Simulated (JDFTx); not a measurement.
Here is a JDFTx 1.7.0 (patched build) calculation.

vacuum.in

```
include SiS.lattice
coords-type Lattice
include SiS.ionpos

ion-species pseudo/Si.upf
ion-species pseudo/S.upf
elec-cutoff 27
elec-ex-corr lda-PW
kpoint-folding 1 1 1
elec-n-bands 5
electronic-minimize nIterations 100 energyDiffThreshold 1e-07
core-overlap-check none
forces-output-coords Cartesian

dump-name vacuum.$VAR
dump End Ecomponents EigStats BandEigs Kpoints Forces State
```

Contents of SiS.lattice:

```
lattice \
   17.0075351216     0.0000000000     0.0000000000 \
    0.0000000000    17.0075351216     0.0000000000 \
    0.0000000000     0.0000000000    20.7869873709
```

The input SiS.ionpos:

```
ion Si     0.5014444400     0.5023333300     0.4153945000 1
ion S      0.5014444400     0.5023333300     0.5907873200 1
```

Potentials or basis: PseudoDojo-SR-LDA-0.4.1-standard with smoothed tails.

Run with:

```sh
$ jdftx -c 1 -i vacuum.in -o vacuum.out
```

(1) Estimate the largest force.

(2) Estimate the Loewdin charges.

## Answers

(1) 0.065 eV/Å.

(2) Si +0.34; S -0.20 e.
